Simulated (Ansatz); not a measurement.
CoO under changes of volume

One of the cells (9.584 Å³/atom); the others are scaled copies at fixed shape and fractional positions:

```xyz
2
Lattice="-1.5080 1.5080 2.1072 1.5080 -1.5080 2.1072 1.5080 1.5080 -2.1072" Properties=species:S:1:pos:R:3 pbc="T T T"
Co    0.0000    0.0000    0.0000
O     0.0000    0.0000    2.1072
```

```yaml
Program: Ansatz 0.2.0
Functional: PBEsol
Potentials_or_basis: Ansatz PAW
Cutoff: "420 eV (not typed: the program's choice for these potentials)"
k_mesh: 12 × 12 × 12
Occupations: fermi-dirac, width 0.05 eV
Spin: collinear spin, ferromagnetic start
Starting_moments: "[2.0, 0.0] μB"
```

```tsv
volume (Å³/atom)	energy over the lowest point (meV/atom)	pressure (GPa)	moment (μB per cell)
9.009	0.00	0.8	2.73
9.201	0.70	-2.5	2.84
9.392	5.54	-5.9	2.90
9.584	14.43	-9.1	2.94
9.776	27.16	-12.2	2.97
9.967	43.49	-15.0	2.99
10.159	?	?	?
```

Problem. What does the run at 10.159 Å³/atom give?

Solution. Energy over the lowest point 63.05 meV/atom; pressure -17.5 GPa; moment 2.99 μB per cell.

Worked out: A Birch-Murnaghan fit of order 3 (a polynomial in V^(-2/3)) to the other rows has its minimum at 9.07 Å³/atom with B0 = V·E''(V) = 169 GPa (rough, since the energies scatter) at fixed shape and positions, which overstates the stiffness. It gives 63.40 meV/atom at 10.159 Å³/atom, against the run's 63.05, and -dE/dV = -18.0 GPa, against -17.5. A parabola through the other rows of the moment, of slope -0.114 μB per Å³/atom there, extrapolates to 2.97 μB, against the run's 2.99.

Energies are extrapolated to zero smearing.

Caveats: a cell with one magnetic atom can't hold antiferromagnetic order, which such compounds often take; the PAW data sets come from PBE, with cores solved anew for the run's functional, which leaves a small shift of forces and pressure.
